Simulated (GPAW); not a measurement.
KF (Carobbiite) in GPAW: the effect of target pressure

The system is KF (Carobbiite).

```
CELL_PARAMETERS angstrom
0.00000 2.67185 2.67185
2.67185 0.00000 2.67185
2.67185 2.67185 0.00000
ATOMIC_POSITIONS crystal
K 0.00000 0.00000 0.00000
F 0.50000 0.50000 0.50000
```

Alike in all runs:

| Quantity | Value |
| --- | --- |
| Program | GPAW 26.7.0 |
| Task | relaxation of cell and atoms |
| Functional | PBEsol |
| Potentials or basis | PAW data sets generated in the run's folder for this functional |
| Cutoff | 800 eV |
| Basis | pw |
| k mesh | 9 × 9 × 9 |
| Occupations | fermi-dirac, width 0.05 eV |
| Spin | no spin polarisation |

Each run relaxes the cell or the atoms first.

```csv
target pressure,target pressure,relaxed volume (Å³/atom),gap on the mesh (eV)
0 GPa,-,18.18,6.29
2 GPa,2 GPa,?,?
5 GPa,5 GPa,16.41,6.86
10 GPa,10 GPa,15.29,7.28
20 GPa,20 GPa,13.83,7.85
30 GPa,30 GPa,12.88,7.76
```

Question: What does the run with target pressure 2 GPa give?

Answer: Relaxed volume 17.39 Å³/atom; gap on the mesh 6.53 eV.

Worked out: In Murnaghan's law V^(-B') rises as a straight line in P. The other rows fit best with B' = 4.1, V0 = 18.18 Å³/atom and B0 = 40 GPa, which gives 17.36 Å³/atom at 2 GPa, against the run's 17.39. A parabola through the other rows of the gap on the mesh, of slope 0.12 eV per GPa there, gives 6.53 eV, against the run's 6.53.

Caveats: later steps reuse the first step's grids; an odd mesh through Γ misses points on the zone boundary, where band edges often lie; the volume moved by over 15 % at a fixed basis, so the end points are rough (some runs).

Runs at the PBE level aren't shown here.
